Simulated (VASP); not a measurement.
Wanted: the native input for a VASP 6.6.1 run.

```yaml
Task: band structure
Functional: PBE
Dispersion: D3(BJ)
Potentials_or_basis: VASP PAW PBE potentials, release 64 (Se, W_sv)
Cutoff: 520 eV
k_mesh: 9 × 9 × 1
Occupations: gaussian, width 0.03 eV
Spin: no spin polarisation
Dipole_correction: yes
Further_INCAR_settings: ALGO = Normal; EDIFF = 1e-07; NBANDS = 20
```

The structure of WSe2 lies in POSCAR:

```
WSe2                                    
1.0
    3.2872502754      0.0000000000      0.0000000000
   -1.6436251377      2.8468422486      0.0000000000
    0.0000000000      0.0000000000     21.3462600000
  Se              W             
     2     1
Direct
     0.3333333300000021    0.6666666699999979    0.4209905797921181
     0.3333333300000021    0.6666666699999979    0.5790094202078819
     0.6666666699999979    0.3333333300000021    0.5000000000000000
```

One way to write it, as run:

INCAR

```
SYSTEM = WSe2
PREC = Accurate
ENCUT = 520
EDIFF = 1E-7
ISMEAR = 0
SIGMA = 0.03
LREAL = .False.
LASPH = .True.
NELM = 80
ALGO = Normal
ISIF = 2
LWAVE = .False.
LCHARG = .False.
LMAXMIX = 4
LDIPOL = .True.
IDIPOL = 3
DIPOL = 0.5 0.5 0.500
GGA = PE
IVDW = 12
NBANDS = 20
LVHAR = .True.
LVACPOTAV = .True.
KPAR = 4
```

KPOINTS

```
regular mesh
0
Gamma
  9 9 1
  0 0 0
```

KPOINTS_OPT

```
explicit points
3
Reciprocal
 0.0000000000  0.0000000000  0.0000000000 1
 0.5000000000  0.0000000000  0.0000000000 1
 0.3333333300  0.3333333300  0.0000000000 1
```

Potentials or basis: VASP PAW PBE potentials, release 64 (Se, W_sv).

The run is started by

```bash
$ cat potpaw_PBE.64/Se/POTCAR potpaw_PBE.64/W_sv/POTCAR > POTCAR
$ mpirun -np 4 vasp_std > vasp.out
```

Results of the run:

```
Largest force                          : 0.004 eV/Å
Band gap on the k mesh                 : 1.67 eV, direct
Band gap along the path                : 1.67 eV, direct
Dispersion energy per atom             : -0.337 eV
Ionisation potential of the upper face : 5.06 eV
```

Caveat: spin-orbit coupling is left out, which moves the levels of the heavy elements.

Run time: 19 s on 4 MPI ranks on AMD EPYC 9R45 (Zen 5), with other jobs on the host, peak memory 0.32 GiB a rank.
